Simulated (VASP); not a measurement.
Input of a VASP 6.6.1 run:

The input INCAR:

```
SYSTEM = AgCl
PREC = Accurate
ENCUT = 520
EDIFF = 1E-7
ISMEAR = 0
SIGMA = 0.05
LREAL = .FALSE.
LASPH = .TRUE.
NELM = 60
ALGO = Normal
ISIF = 2
LWAVE = .FALSE.
LCHARG = .FALSE.
GGA = PS
NBANDS = 16
```

Contents of KPOINTS:

```
Automatic mesh
0
G
  8 8 8
  0 0 0
```

File POSCAR:

```
AgCl
1.0
   -0.0831945000      2.7731500000      2.7731500000
    2.6899555000      0.0000000000      2.6899555000
    2.7731500000      2.7731500000     -0.0831945000
Ag Cl
1 1
Direct
    0.5000000000      0.5000000000      0.5000000000
    0.0000000000      0.0000000000      0.0000000000
```

Potentials or basis: VASP PAW PBE potentials, release 64 (Ag, Cl).

The run is started by

```console
$ cat potpaw_PBE.64/Ag/POTCAR potpaw_PBE.64/Cl/POTCAR > POTCAR
$ mpirun -np 1 vasp_std > vasp.out
```

Question: What does it give for the band gap on the k mesh?

Answer: 0.67 eV, indirect (least direct gap 2.91 eV).

Question: What does it give for the pressure?

Answer: -2.8 GPa.

Stress tensor (GPa, compression positive):
```
-2.76  0.00  0.40
 0.00 -2.79  0.00
 0.40  0.00 -2.76
```

Caveat: the PAW data sets were made with another functional, which shifts forces and pressure a little. A k mesh can miss the band edges.
